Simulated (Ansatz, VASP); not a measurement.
Two plane-wave programs on AlN

File INCAR:

```
  ALGO = Normal
  EDIFF = 1E-6
  ENCUT = 520
  GGA = CA
  ISIF = 2
  ISMEAR = 0
  LASPH = T
  LCHARG = F
  LREAL = F
  LWAVE = F
  NBANDS = 16
  NELM = 100
  PREC = Accurate
  SIGMA = 0.05
```

KPOINTS

```
k-points
0
Gamma
  9 9 6
```

Contents of POSCAR:

```
AlN
1.0
    3.0629797860      0.0000000000      0.0000000000
   -1.5314898930      2.6526183059      0.0000000000
    0.0000000000      0.0000000000      4.9025525410
Al N
2 2
Direct
    0.3147813304      0.6666666667      0.0015210182
    0.6852186696      0.3333333333      0.5015210182
    0.3498904753      0.6666666667      0.3834789818
    0.6501095247      0.3333333333      0.8834789818
```

Input for Ansatz:

```yaml
crystal:
  lattice:
    - [3.062979786, 0.0, 0.0]
    - [-1.531489893, 2.6526183059, 0.0]
    - [0.0, 0.0, 4.902552541]
  atoms:
    - { symbol: Al, position: [0.3147813304, 0.6666666667, 0.0015210182] }
    - { symbol: Al, position: [0.6852186696, 0.3333333333, 0.5015210182] }
    - { symbol: "N", position: [0.3498904753, 0.6666666667, 0.3834789818] }
    - { symbol: "N", position: [0.6501095247, 0.3333333333, 0.8834789818] }
basis:
  ecutwfc: 520.0
kpoints:
  mp_grid: { grid: [9, 9, 6] }
hamiltonian:
  xc: lda
  pseudopotentials: { kind: paw, azcp: { folder: soft_1 } }
scf:
  occupations: { method: gaussian, width: 0.05 }
output:
  forces: true
  stress: true
  eigenvalues: true
```

Change from the starting cell: mode 4 frozen in at -0.057 Å, equal normal strain along x, y and z -0.0083.

Alike in both runs: task single point; functional LDA; k mesh 9 × 9 × 6; occupations gaussian, width 0.05 eV; no spin polarisation.

|  | VASP | Ansatz |
| --- | --- | --- |
| version | VASP 6.6.1 | Ansatz 0.2.0 |
| potentials or method | VASP PAW LDA potentials, release 64 (Al, N) | scalar-relativistic, plane waves, PAW |
| plane-wave cutoff (eV) | 520 | 520 |
| valence electrons in the cell | 16 | 16 |

Ansatz gave:

- gap on the k mesh at the Fermi level (eV): 4.60
- least direct gap on the mesh (eV): 4.60
- pressure (GPa): 5.4
- largest component of the traceless stress (GPa): 0.26
- rms of the force components (eV/Å): 0.146

Problem. Estimate VASP's values.

Solution. gap on the k mesh at the Fermi level (eV): 4.61; least direct gap on the mesh (eV): 4.61; pressure (GPa): 6.1; largest component of the traceless stress (GPa): 0.28; rms of the force components (eV/Å): 0.146.

Atom by atom the forces differ by 0.001 eV/Å (rms over components). Ansatz warned: «pseudo_functional_mismatch».

Caveats: an odd mesh through Γ misses points on the zone boundary, where band edges often lie.
